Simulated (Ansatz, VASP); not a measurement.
One calculation of NaCl, two programs

The input INCAR:

```
PREC     = Accurate       # precision mode
ENCUT    = 520            # plane-wave cutoff, eV
EDIFF    = 1E-6           # SCF threshold, eV
ISMEAR   = 0              # smearing method
SIGMA    = 0.05           # smearing width, eV
LREAL    = F              # projectors in reciprocal space
LASPH    = T              # aspherical terms in the spheres
NELM     = 60             # most SCF steps
ALGO     = Normal         # electronic algorithm
ISIF     = 2              # what is computed and relaxed
LWAVE    = F              # write WAVECAR
LCHARG   = F              # write CHGCAR
NBANDS   = 14             # bands
```

Contents of KPOINTS:

```
regular mesh
0
Gamma
  6 6 6
```

Contents of POSCAR:

```
NaCl
1.0
    3.3621024000      0.0000000000      0.0000000000
    0.0000000000      3.3621024000      0.0000000000
    0.0000000000      0.0000000000      3.3621024000
Na Cl
1 1
Direct
    0.0000000000      0.0000000000      0.0000000000
    0.5000000000      0.5000000000      0.5000000000
```

Input for Ansatz:

```yaml
crystal:
  lattice:
    - [3.3621024, 0.0, 0.0]
    - [0.0, 3.3621024, 0.0]
    - [0.0, 0.0, 3.3621024]
  atoms:
    - { symbol: Na, position: [0.0, 0.0, 0.0] }
    - { symbol: Cl, position: [0.5, 0.5, 0.5] }
basis:
  ecutwfc: 420
kpoints:
  mp_grid: { grid: [6, 6, 6] }
hamiltonian:
  xc: lda
scf:
  occupations: { method: gaussian, width: 0.05 }
output:
  forces: true
  stress: true
  eigenvalues: true
```

Change from the starting cell: strain -0.040 along x and y, -0.040 along z, atoms carried along.

Alike in both runs: task single point; functional LDA; k mesh 6 × 6 × 6; occupations gaussian, width 0.05 eV; no spin polarisation.

|  | VASP | Ansatz |
| --- | --- | --- |
| version | VASP 6.6.1 | Ansatz 0.2.0 |
| potentials or method | VASP PAW LDA potentials, release 64 (Na_pv, Cl) | scalar-relativistic, plane waves, PAW |
| plane-wave cutoff (eV) | 520 | 420 |
| valence electrons in the cell | 14 | 16 |

|  | VASP | Ansatz | Ansatz less VASP |
| --- | --- | --- | --- |
| gap on the k mesh at the Fermi level (eV) | 4.04 | 4.03 | -0.008 |
| least direct gap on the mesh (eV) | 4.66 | 4.65 | -0.009 |
| pressure (GPa) | 0.2 | 0.2 | -0.01 |

The two sets of potentials don't hold the same shells in valence.

A k mesh can miss the band edges.
